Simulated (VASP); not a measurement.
## VASP inputs for Li2S (strained antifluorite)

INCAR

```
PREC = Accurate
LWAVE = .FALSE.
ISMEAR = 0
NELM = 120
ENCUT = 520
ISIF = 2
ALGO = Normal
NBANDS = 13
IBRION = -1
LREAL = .FALSE.
LCHARG = .FALSE.
EDIFF = 1E-7
SIGMA = 0.01
METAGGA = R2SCAN
LASPH = .TRUE.
NSW = 0
```

KPOINTS

```
KPOINTS created by Atomic Simulation Environment
0
Gamma
8 8 8
0 0 0
```

KPOINTS_OPT

```
special points
7
Reciprocal
0.0000000000 0.0000000000 0.0000000000 1
0.5000000000 0.0000000000 0.5000000000 1
0.6250000000 0.2500000000 0.6250000000 1
0.3750000000 0.3750000000 0.7500000000 1
0.5000000000 0.5000000000 0.5000000000 1
0.5000000000 0.2500000000 0.7500000000 1
0.0000000000 0.5000000000 0.5000000000 1
```

POSCAR

```
S  Li
 1.0000000000000000
     0.0569058843000000    2.9022001008000000    2.9022001008000000
     2.9022001008000000    0.0569058843000000    2.9022001008000000
     2.9022001008000000    2.9022001008000000    0.0569058843000000
 S   Li
   1   2
Cartesian
  0.0000000000000000 -0.0000000000000000  0.0000000000000000
  1.4621803755210316  1.4621803755210316  1.4621803755210314
  4.3991257103789696  4.3991257103789696  4.3991257103789696
```

VASP ran with the recommended PBE PAW datasets (12 valence electrons in the cell).

Predict the results.

gap between bands v and c 3.84 eV; least direct gap 4.83 eV; pressure -1.4 GPa; largest force 0.03 eV/Å.

Band v is the last that the valence electrons fill when counted band by band, and c is the next. Levels in eV from the top of v:

| point | v−1 | v | c | c+1 |
| --- | --- | --- | --- | --- |
| Γ | 0.00 | 0.00 | 4.83 | 6.67 |
| X | -1.48 | -1.34 | 3.84 | 7.79 |
| K | -1.93 | -1.09 | 5.06 | 8.66 |
| L | -0.44 | -0.44 | 6.86 | 7.29 |
| W | -1.77 | -1.72 | 5.87 | 7.92 |
